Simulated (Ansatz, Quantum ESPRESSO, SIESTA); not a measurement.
**One calculation of GaN, 4 ways**

```xyz
4
Lattice="3.1800 0.0000 0.0000 -1.5900 2.7540 0.0000 0.0000 0.0000 5.1660" Properties=species:S:1:pos:R:3 pbc="T T T"
Ga    1.5900    0.9180    2.5830
Ga    0.0000    1.8360    0.0000
N     1.5900    0.9180    4.5203
N     0.0000    1.8360    1.9373
```

Alike in all runs: task band structure; functional PBEsol; k mesh 10 × 10 × 5; occupations fermi-dirac, width 0.05 eV; no spin polarisation; no spin-orbit coupling. Pressure is positive in compression and, in plane waves, holds the error of the finite cutoff, which Ansatz's Pulay term estimates and takes out. Gaps are the smaller of the mesh's and the band path's.

```tsv
program and potentials	plane-wave cutoff (eV)	notes	band gap (eV)	pressure (GPa)	largest force (eV/Å)
Ansatz, Ansatz PAW	420	potentials made for PBE, which Ansatz adapts in part; 9 valence electrons an atom on average; Pulay term of +0.53 GPa included	1.91	1.03	0.133
Ansatz, all-electron LAPW, scalar-relativistic	-	-	1.92	1.02	0.133
Quantum ESPRESSO, PseudoDojo 0.4 SR PBEsol stringent	1551	13 valence electrons an atom on average	?	?	?
SIESTA, files PseudoDojo sr-pbesol-0.4.1-standard, DZP (energy shift 0.003 Ry; two zetas on semicore shells)	-	atomic basis; 9 valence electrons an atom on average	2.02	3.80	0.129
```

Q: Estimate from the other rows what the run with Quantum ESPRESSO, PseudoDojo 0.4 SR PBEsol stringent gave.

A: Band gap 1.94 eV; pressure 0.84 GPa; largest force 0.133 eV/Å. The other rows, which needn't bracket it: band gap 1.91 to 2.02; pressure 1.02 to 3.80; largest force 0.129 to 0.133.
